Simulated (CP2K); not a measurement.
# Si (I4_1/amd) in CP2K: settings compared

The runs below take Si through relaxation of cell and atoms, with PBE, LDA.

All numbers are computed with CP2K 2026.2; they aren't measurements. Logs are shortened: lines on timing, memory, paths and dates and some standing lists are left out, and cuts for length are marked.

### Step 1. Starting point

The structure is tetragonal, space group I4_1/amd (No. 141). Conventional cell: a = 4.743 Å, b = 4.743 Å, c = 2.659 Å, α = 90.00°, β = 90.00°, γ = 90.00°. Around Si (site symmetry -4m2) lie 6 Si at 2.46 to 2.66 Å.

This isn't the form of Si at room conditions, which is diamond.

### Step 2. Relaxation of cell and atoms, PBE

si_vcrelax.inp reads:

```
&GLOBAL
  PROJECT si_vcrelax
  RUN_TYPE CELL_OPT
  PRINT_LEVEL LOW
&END GLOBAL
&FORCE_EVAL
  METHOD QS
  STRESS_TENSOR ANALYTICAL
  &DFT
    BASIS_SET_FILE_NAME BASIS_MOLOPT_UZH
    POTENTIAL_FILE_NAME POTENTIAL_UZH
    &MGRID
      CUTOFF 450
      REL_CUTOFF 60
      NGRIDS 4
    &END MGRID
    &QS
      METHOD GPW
      EPS_DEFAULT 1.0E-9
      EXTRAPOLATION USE_PREV_P
    &END QS
    &KPOINTS
      SCHEME MONKHORST-PACK 9 9 9
      GAMMA_CENTERED T
    &END KPOINTS
    &SCF
      SCF_GUESS ATOMIC
      EPS_SCF 1.0E-6
      MAX_SCF 100
      ADDED_MOS 10
      CHOLESKY OFF
      EPS_EIGVAL 1.0E-7
      &DIAGONALIZATION ON
        ALGORITHM STANDARD
      &END DIAGONALIZATION
      &MIXING ON
        METHOD BROYDEN_MIXING
        ALPHA 0.4
        BETA 1.5
        NBUFFER 8
      &END MIXING
      &SMEAR ON
        METHOD FERMI_DIRAC
        ELECTRONIC_TEMPERATURE [K] 580.226
      &END SMEAR
    &END SCF
    &XC
      &XC_FUNCTIONAL
        &GGA_X_PBE
        &END GGA_X_PBE
        &GGA_C_PBE
        &END GGA_C_PBE
      &END XC_FUNCTIONAL
    &END XC
    &PRINT
      &KPOINTS ON
      &END KPOINTS
      &MULLIKEN ON
        &EACH
          CELL_OPT 0
        &END EACH
        ADD_LAST NUMERIC
      &END MULLIKEN
      &MO ON
        ENERGIES T
        OCCUPATION_NUMBERS T
        &EACH
          QS_SCF 0
          CELL_OPT 0
        &END EACH
        ADD_LAST NUMERIC
      &END MO
    &END PRINT
  &END DFT
  &SUBSYS
    &CELL
      A 3.6074588965 0.0000000000 0.0000000000
      B -2.6278516286 2.4714682899 0.0000000000
      C -0.4898036339 -1.2357341449 3.3536268745
      PERIODIC XYZ
    &END CELL
    &COORD
      SCALED
      Si  0.5000000000 0.5000000000 0.0000000000
      Si  0.2500000000 0.7500000000 0.5000000000
    &END COORD
    &KIND Si
      BASIS_SET TZVP-MOLOPT-PBE-GTH-q4
      POTENTIAL GTH-PBE-q4
    &END KIND
    &PRINT
      &ATOMIC_COORDINATES ON
      &END ATOMIC_COORDINATES
      &CELL ON
      &END CELL
    &END PRINT
  &END SUBSYS
  &PRINT
    &FORCES ON
    &END FORCES
    &STRESS_TENSOR ON
    &END STRESS_TENSOR
  &END PRINT
&END FORCE_EVAL
&MOTION
  &CELL_OPT
    OPTIMIZER BFGS
    MAX_ITER 40
    MAX_FORCE [eV*angstrom^-1] 0.03
    RMS_FORCE [eV*angstrom^-1] 0.03
    MAX_DR 1.0E-2
    RMS_DR 1.0E-2
    EXTERNAL_PRESSURE [bar] 0.0
    PRESSURE_TOLERANCE [bar] 200
    KEEP_SPACE_GROUP T
  &END CELL_OPT
  &PRINT
    &TRAJECTORY ON
    &END TRAJECTORY
    &CELL ON
    &END CELL
    &FORCES ON
    &END FORCES
    &STRESS ON
    &END STRESS
    &RESTART OFF
    &END RESTART
    &RESTART_HISTORY OFF
    &END RESTART_HISTORY
  &END PRINT
&END MOTION
```

Potentials or basis: POTENTIAL_UZH Si GTH-PBE-q4; TZVP-MOLOPT-PBE-GTH basis.

Launch:

```bash
OMP_NUM_THREADS=1 cp2k.psmp -i si_vcrelax.inp -o si_vcrelax.out
```

si_vcrelax.out:

```text

 CP2K| version string:                                       CP2K version 2026.2
 CP2K| Input file name                                            si_vcrelax.inp

 GLOBAL| Force Environment number                                              1
 GLOBAL| Basis set file name                                    BASIS_MOLOPT_UZH
 GLOBAL| Potential file name                                       POTENTIAL_UZH
 GLOBAL| MM Potential file name                                     MM_POTENTIAL
 GLOBAL| Coordinate file name                                      __STD_INPUT__
 GLOBAL| Method name                                                        CP2K
 GLOBAL| Project name                                                 si_vcrelax
 GLOBAL| Run type                                                       CELL_OPT
 GLOBAL| FFT library                                                       FFTW3
 GLOBAL| Diagonalization library                                       ScaLAPACK
 GLOBAL| Cholesky decomposition library                                ScaLAPACK
 GLOBAL| DGEMM library                                                      BLAS
 GLOBAL| Direct generalized diagonalization requested                          F
 GLOBAL| Matrix multiplication library                                 ScaLAPACK
 GLOBAL| Global print level                                                  LOW
 GLOBAL| Total number of message passing processes                             1
 GLOBAL| Number of threads for this process                                    1
 GLOBAL| CPU model name                                                  UNKNOWN

 CELL| Volume [angstrom^3]:                                            29.899999
 CELL| Vector a [angstrom]:       3.607     0.000     0.000   |a| =     3.607459
 CELL| Vector b [angstrom]:      -2.628     2.471     0.000   |b| =     3.607459
 CELL| Vector c [angstrom]:      -0.490    -1.236     3.354   |c| =     3.607459
 CELL| Angle (b,c), alpha [degree]:                                    97.803451
 CELL| Angle (a,c), beta  [degree]:                                    97.803451
 CELL| Angle (a,b), gamma [degree]:                                   136.756567
 CELL| Numerically orthorhombic:                                              NO
 CELL| Periodicity                                                           XYZ

 CELL_REF| Volume [angstrom^3]:                                        29.899999
 CELL_REF| Vector a [angstrom     3.607     0.000     0.000   |a| =     3.607459
 CELL_REF| Vector b [angstrom    -2.628     2.471     0.000   |b| =     3.607459
 CELL_REF| Vector c [angstrom    -0.490    -1.236     3.354   |c| =     3.607459
 CELL_REF| Angle (b,c), alpha [degree]:                                97.803451
 CELL_REF| Angle (a,c), beta  [degree]:                                97.803451
 CELL_REF| Angle (a,b), gamma [degree]:                               136.756567
 CELL_REF| Numerically orthorhombic:                                          NO
 CELL_REF| Periodicity                                                       XYZ
[... 9 lines left out ...]
 TOTAL NUMBERS AND MAXIMUM NUMBERS

  Total number of            - Atomic kinds:                                   1
                             - Atoms:                                          2
                             - Shell sets:                                     2
                             - Shells:                                        14
                             - Primitive Cartesian functions:                  8
                             - Cartesian basis functions:                     36
                             - Spherical basis functions:                     34

  Maximum angular momentum of- Orbital basis functions:                        2
                             - Local part of the GTH pseudopotential:          0
                             - Non-local part of the GTH pseudopotential:      2

 MODULE QUICKSTEP: ATOMIC COORDINATES IN ANGSTROM

   Atom Kind Element         X             Y             Z       Z(eff)     Mass
      1    1 Si   14      0.489804      1.235734      0.000000   4.0000  28.0855
      2    1 Si   14     -1.313926      1.235734      1.676813   4.0000  28.0855

 SCF PARAMETERS         Density guess:                                    ATOMIC
                        --------------------------------------------------------
                        max_scf:                                             100
                        max_scf_history:                                       0
                        max_diis:                                              4
[... 5 lines left out ...]
                        --------------------------------------------------------
                        level_shift [a.u.]:                             0.000000
                        added MOs                                        10    0
                        --------------------------------------------------------
                        Mixing method:                            BROYDEN_MIXING
[... 329 lines left out ...]
 CELL| Vector c [angstrom]:      -0.490    -1.236     3.376   |c| =     3.628076
 CELL| Angle (b,c), alpha [degree]:                                    97.846327
 CELL| Angle (a,c), beta  [degree]:                                    97.758774
 CELL| Angle (a,b), gamma [degree]:                                   136.501784
 CELL| Numerically orthorhombic:                                              NO
 CELL| Periodicity                                                           XYZ

 *** WARNING in qs_wf_history_methods.F:805 :: Change in cell ***
 *** neighborlist: might affect quality of initial guess      ***

 *** WARNING in qs_wf_history_methods.F:805 :: Change in cell ***
 *** neighborlist: might affect quality of initial guess      ***

 [... this warning repeats ...]

 Extrapolation method: previous_p

 Number of electrons:                                                          8
 Number of occupied orbitals:                                                  4
 Number of molecular orbitals:                                                14
[... 77 lines left out ...]
 OPT| **************************************************************************
 OPT| Step number                                                              2
 OPT| Optimization method                                                   BFGS
 OPT| Total energy [hartree]                                       -7.8493499415
 OPT| Internal pressure [bar]                                    1760.9197801248
 OPT| Effective energy change [hartree]                            -0.0001585468
 OPT| Predicted energy change [hartree]                            -0.0001595204
 OPT| Scaling factor                                                0.0000000000
 OPT| Step size                                                     0.0425168496
 OPT| Trust radius                                                  0.4724315332
 OPT| Decrease in energy                                                     YES
 OPT|
 OPT| Maximum step size                                             0.0425168496
 OPT| Convergence limit for maximum step size                       0.0100000000
 OPT| Maximum step size is converged                                          NO
 OPT|
 OPT| RMS step size                                                 0.0190678875
 OPT| Convergence limit for RMS step size                           0.0100000000
 OPT| RMS step size is converged                                              NO
 OPT|
 OPT| Maximum gradient                                              0.0003689962
 OPT| Convergence limit for maximum gradient                        0.0005834072
 OPT| Maximum gradient is converged                                          YES
 OPT|
 OPT| RMS gradient                                                  0.0001347333
 OPT| Convergence limit for RMS gradient                            0.0005834072
 OPT| RMS gradient is converged                                              YES
 OPT|
 OPT| Pressure deviation [bar]                                   1760.9197801248
 OPT| Pressure tolerance [bar]                                    200.0000000000
 OPT| Pressure is converged                                                   NO
 OPT| **************************************************************************
[... 873 lines left out ...]
 OPT|
 OPT| RMS step size                                                 0.0005481245
 OPT| Convergence limit for RMS step size                           0.0100000000
 OPT| RMS step size is converged                                             YES
 OPT|
 OPT| Maximum gradient                                              0.0000137262
 OPT| Convergence limit for maximum gradient                        0.0005834072
 OPT| Maximum gradient is converged                                          YES
 OPT|
 OPT| RMS gradient                                                  0.0000048833
 OPT| Convergence limit for RMS gradient                            0.0005834072
 OPT| RMS gradient is converged                                              YES
 OPT|
 OPT| Pressure deviation [bar]                                    -87.0213223761
 OPT| Pressure tolerance [bar]                                    200.0000000000
 OPT| Pressure is converged                                                  YES
 OPT| **************************************************************************

 *******************************************************************************
 ***                    GEOMETRY OPTIMIZATION COMPLETED                      ***
 *******************************************************************************

 write_final_structure: Optimization converged, writing XYZ file gladly:
  si_vcrelax-FINAL-1_9.xyz

 write_final_structure: Optimization converged, writing CIF file gladly:
  si_vcrelax-FINAL-1_9.cif

 write_final_structure: Done!

                    Reevaluating energy at the minimum

 CELL| Volume [angstrom^3]:                                            30.573281
 CELL| Vector a [angstrom]:       3.627     0.000     0.000   |a| =     3.627187
 CELL| Vector b [angstrom]:      -2.638     2.489     0.000   |b| =     3.627229
 CELL| Vector c [angstrom]:      -0.490    -1.236     3.386   |c| =     3.637492
 CELL| Angle (b,c), alpha [degree]:                                    97.771122
 CELL| Angle (a,c), beta  [degree]:                                    97.738238
 CELL| Angle (a,b), gamma [degree]:                                   136.661403
 CELL| Numerically orthorhombic:                                              NO
 CELL| Periodicity                                                           XYZ
[... 307 lines left out ...]
 MO|      3               0.269721               7.339477               2.000000
 MO|      4               0.299026               8.136903               1.996851
 MO|      5               0.337009               9.170476               0.000001
 MO|      6               0.435624              11.853925               0.000000
 MO|      7               0.494576              13.458110               0.000000
 MO|      8               0.545085              14.832517               0.000000
 MO|      9               0.737309              20.063193               0.000000
 MO|     10               0.817579              22.247447               0.000000
 MO|     11               0.850364              23.139586               0.000000
 MO|     12               0.901048              24.518767               0.000000
 MO|     13               0.920495              25.047941               0.000000
 MO|     14               1.011636              27.528015               0.000000
 MO| Sum:                                                               7.996852
 MO| E(Fermi):            0.310881 a.u.          8.459510 eV

 [... the levels of further k-points ...]

 !-----------------------------------------------------------------------------!
                     Mulliken Population Analysis

 #  Atom  Element  Kind  Atomic population                           Net charge
       1     Si       1          3.999998                              0.000002
       2     Si       1          4.000002                             -0.000002
 # Total charge                              8.000000                  0.000000

 !-----------------------------------------------------------------------------!

 ENERGY| Total FORCE_EVAL ( QS ) energy [hartree]             -7.849355165445976
```

Wall time 5.7 min (1 thread of Arm Neoverse V2, shared host); peak memory 0.29 GiB.

Results:

| Quantity | Value |
| --- | --- |
| Free energy | -213.5918 eV |
| Relaxed volume | 15.29 Å³/atom |
| Relaxed cell | a = 3.627 Å, b = 3.627 Å, c = 3.637 Å, α = 97.77°, β = 97.74°, γ = 136.66° |
| Space group after relaxing (to 0.05 Å) | I4_1/amd (No. 141) |
| Energy gained by relaxing | 2.6 meV/atom |
| Ionic steps | 11 |
| Pressure after relaxing | 0.0 GPa |
| Largest force after relaxing | 0.003 eV/Å |
| Band gap on the k mesh | none (metal or under the smearing width) |

Forces in eV/Å, atoms in the order of the input:
```
Si   0.003  0.000  0.000
Si  -0.003  0.000  0.000
```

Stress tensor (GPa, compression positive):
```
 0.22 -0.09 -0.11
-0.09  0.03 -0.17
-0.11 -0.17 -0.28
```

The path:
```tsv
step	energy change (eV)	largest force (eV/Å)	volume (Å³)
1	0.0000	0.0000	29.90
2	-0.0007	0.0005	29.95
3	-0.0050	0.0060	30.55
4	-0.0050	0.0062	30.57
5	-0.0050	0.0062	30.58
6	-0.0050	0.0058	30.61
7	-0.0051	0.0050	30.62
8	-0.0051	0.0038	30.61
9	-0.0052	0.0032	30.59
10	-0.0052	0.0032	30.57
11	-0.0052	0.0032	30.57
```

Final structure:
```
Si
1.0
     3.62719    0.00000    0.00000
    -2.63812    2.48940    0.00000
    -0.48978   -1.23570    3.38593
Si
2
Direct
  0.50000 0.50000 0.00000
  0.25000 0.75000 0.50000
```

Levels at points of the mesh, in eV from the Fermi level:
| k point | band 2 | band 3 | band 4 | band 5 | band 6 | band 7 |
| --- | --- | --- | --- | --- | --- | --- |
| (0.00, 0.00, 0.00) | -2.47 | -2.37 | -1.89 | 2.82 | 7.53 | 8.85 |

Caveat: the basis of atomic orbitals isn't converged, which shifts pressures, moduli and gaps.

### Step 3. Relaxation of cell and atoms, LDA

si_vcrelax.inp, as its differences from that of step 2:

```diff
@@ -10,3 +10,3 @@
     BASIS_SET_FILE_NAME BASIS_MOLOPT_UZH
-    POTENTIAL_FILE_NAME POTENTIAL_UZH
+    POTENTIAL_FILE_NAME GTH_POTENTIALS
     &MGRID
@@ -14,3 +14,3 @@
       REL_CUTOFF 60
-      NGRIDS 4
+      NGRIDS 5
     &END MGRID
@@ -43,3 +43,3 @@
         METHOD FERMI_DIRAC
-        ELECTRONIC_TEMPERATURE [K] 580.226
+        ELECTRONIC_TEMPERATURE 580.23
       &END SMEAR
@@ -48,6 +48,6 @@
       &XC_FUNCTIONAL
-        &GGA_X_PBE
-        &END GGA_X_PBE
-        &GGA_C_PBE
-        &END GGA_C_PBE
+        &LDA_X
+        &END LDA_X
+        &LDA_C_PW
+        &END LDA_C_PW
       &END XC_FUNCTIONAL
@@ -72,2 +72,15 @@
       &END MO
+      &LOWDIN ON
+        &EACH
+          CELL_OPT 0
+        &END EACH
+        ADD_LAST NUMERIC
+      &END LOWDIN
+      &HIRSHFELD ON
+        SHAPE_FUNCTION DENSITY
+        &EACH
+          CELL_OPT 0
+        &END EACH
+        ADD_LAST NUMERIC
+      &END HIRSHFELD
     &END PRINT
@@ -76,5 +89,4 @@
     &CELL
-      A 3.6074588965 0.0000000000 0.0000000000
-      B -2.6278516286 2.4714682899 0.0000000000
-      C -0.4898036339 -1.2357341449 3.3536268745
+      ABC 3.6074588965 3.6074588965 3.6074588965
+      ALPHA_BETA_GAMMA 97.8034512246 97.8034512238 136.7565671586
       PERIODIC XYZ
@@ -88,3 +100,3 @@
       BASIS_SET TZVP-MOLOPT-PBE-GTH-q4
-      POTENTIAL GTH-PBE-q4
+      POTENTIAL GTH-PADE-q4
     &END KIND
@@ -108,4 +120,4 @@
     MAX_ITER 40
-    MAX_FORCE [eV*angstrom^-1] 0.03
-    RMS_FORCE [eV*angstrom^-1] 0.03
+    MAX_FORCE [eV*angstrom^-1] 0.02
+    RMS_FORCE [eV*angstrom^-1] 0.02
     MAX_DR 1.0E-2
@@ -113,3 +125,3 @@
     EXTERNAL_PRESSURE [bar] 0.0
-    PRESSURE_TOLERANCE [bar] 200
+    PRESSURE_TOLERANCE [bar] 300
     KEEP_SPACE_GROUP T
```

Potentials or basis: GTH_POTENTIALS Si GTH-PADE-q4; TZVP-MOLOPT-PBE-GTH basis.

Launch:

```bash
OMP_NUM_THREADS=1 cp2k.psmp -i si_vcrelax.inp -o si_vcrelax.out
```

Wall time 5.2 min (1 thread of Arm Neoverse V2, shared host); peak memory 0.28 GiB.

Results (log left out):

| Quantity | Value |
| --- | --- |
| Free energy | -215.2870 eV |
| Relaxed volume | 14.72 Å³/atom |
| Relaxed cell | a = 3.594 Å, b = 3.594 Å, c = 3.588 Å, α = 97.81°, β = 97.84°, γ = 136.86° |
| Space group after relaxing (to 0.05 Å) | I4_1/amd (No. 141) |
| Energy gained by relaxing | 1.3 meV/atom |
| Ionic steps | 10 |
| Pressure after relaxing | 0.0 GPa |
| Largest force after relaxing | 0.003 eV/Å |
| Band gap on the k mesh | none (metal or under the smearing width) |

Forces on the atoms (eV/Å):
```
Si  -0.003  0.000  0.000
Si   0.003  0.000  0.000
```

Stress tensor (GPa, compression positive):
```
-0.16  0.05  0.12
 0.05 -0.04  0.17
 0.12  0.17  0.16
```

Step by step:
```
step  energy change (eV)  largest force (eV/Å)  volume (Å³)
   1              0.0000                0.0000        29.90
   2             -0.0004                0.0003        29.87
   3             -0.0025                0.0049        29.42
   4             -0.0026                0.0046        29.44
   5             -0.0026                0.0045        29.44
   6             -0.0026                0.0040        29.46
   7             -0.0026                0.0035        29.46
   8             -0.0026                0.0033        29.45
   9             -0.0026                0.0033        29.43
  10             -0.0026                0.0033        29.43
```

Final structure:
```
Si
1.0
     3.59376    0.00000    0.00000
    -2.62249    2.45720    0.00000
    -0.48979   -1.23572    3.33313
Si
2
Direct
  0.50000 0.50000 0.00000
  0.25000 0.75000 0.50000
```

Levels at points of the mesh, in eV from the Fermi level:
```
           k point  band 2  band 3  band 4  band 5  band 6  band 7
(0.00, 0.00, 0.00)   -2.51   -2.45   -1.82    2.57    7.66    9.09
```

Caveat: the basis of atomic orbitals isn't converged, which shifts pressures, moduli and gaps.
